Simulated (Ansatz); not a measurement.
Basis-set extrapolation for C2H3O2− (`CC(=O)[O-]`) (PBE0-D4/def2-TZVPD geometry, frozen core, Ansatz 0.2.0). Multiplicity 1, RHF reference.

```json
{"": "HF", "def2-TZVPPD": "-227.337120", "def2-QZVPPD": "-227.346493"}
{"": "MP2 correlation", "def2-TZVPPD": "-0.815397", "def2-QZVPPD": "-0.872187"}
{"": "CCSD(T) correlation", "def2-TZVPPD": "-0.860410", "def2-QZVPPD": "-0.912570"}
```

Energies in hartree. Use E(X) = E(∞) + A·exp(−7.88·√X) for Hartree–Fock and E(X) = E(∞) + B·X^(−2.97) for correlation, with X = 3 and 4.

Question: What is the CCSD(T) energy at the basis-set limit?

Answer: HF limit: -227.346493 + (-0.009373) × 0.13774 = -227.34778. Correlation limit: -0.912570 + (-0.052160) × 0.74074 = -0.95121. Total: -228.29899 hartree, 266.4 kJ/mol below CCSD(T)/def2-TZVPPD.
